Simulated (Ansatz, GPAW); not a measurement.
## ZrS: programs and potentials compared

```
Zr S
1.0
     0.00000    2.62500    2.62500
     2.62500    0.00000    2.62500
     2.62500    2.62500    0.00000
Zr S
1 1
Direct
  0.00000 0.00000 0.00000
  0.50000 0.50000 0.50000
```

Alike in all runs: task band structure; functional PBEsol; k mesh 9 × 9 × 9; occupations fermi-dirac, width 0.05 eV; no spin polarisation; no spin-orbit coupling. A missing gap at this level doesn't show that the real crystal is a metal. Pressure is positive in compression and, in plane waves, holds the error of the finite cutoff, which Ansatz's Pulay term estimates and takes out.

| program and potentials | plane-wave cutoff (eV) | notes | band gap (eV) | pressure (GPa) |
| --- | --- | --- | --- | --- |
| Ansatz, all-electron LAPW, scalar-relativistic | - | - | no gap | -6.44 |
| Ansatz, PAW datasets made for the crystal | 240 | - | no gap | -6.44 |
| GPAW, PAW data sets generated for this functional | 600 | - | no gap | -7.02 |

None finds a gap. The pressure spans -7.02 (GPAW, PAW data sets generated for this functional) to -6.44 GPa (Ansatz, all-electron LAPW, scalar-relativistic), with all-electron results at -6.44.

The functional is the same throughout but for its coding, so the spread measures potentials, basis and numerics; runs on potential files found faulty are left out.

All three runs leave rock-salt ZrS without a gap, as its electron count would suggest. In the ionic limit, sulfur's 3p shell is filled and zirconium(II) keeps two 4d electrons. These enter the t2g-derived bands, which the extended 4d orbitals broaden through metal-metal overlap and mixing with sulfur p states. The metallic character therefore probably reflects partial filling of overlapping d bands rather than a small p-d gap closed by the functional.

The negative pressure in every run means that the chosen cell is stretched relative to the PBEsol equilibrium and would contract if relaxed. The two Ansatz runs agree at -6.44 GPa, which supports the crystal-specific PAW datasets for the stress at this volume. GPAW's stronger tension, -7.02 GPa, may come from its datasets or from remaining basis error, but it doesn't alter the direction of relaxation. A single volume gives neither the equilibrium lattice constant nor the stability of rock salt against other structures or zirconium-deficient compositions.
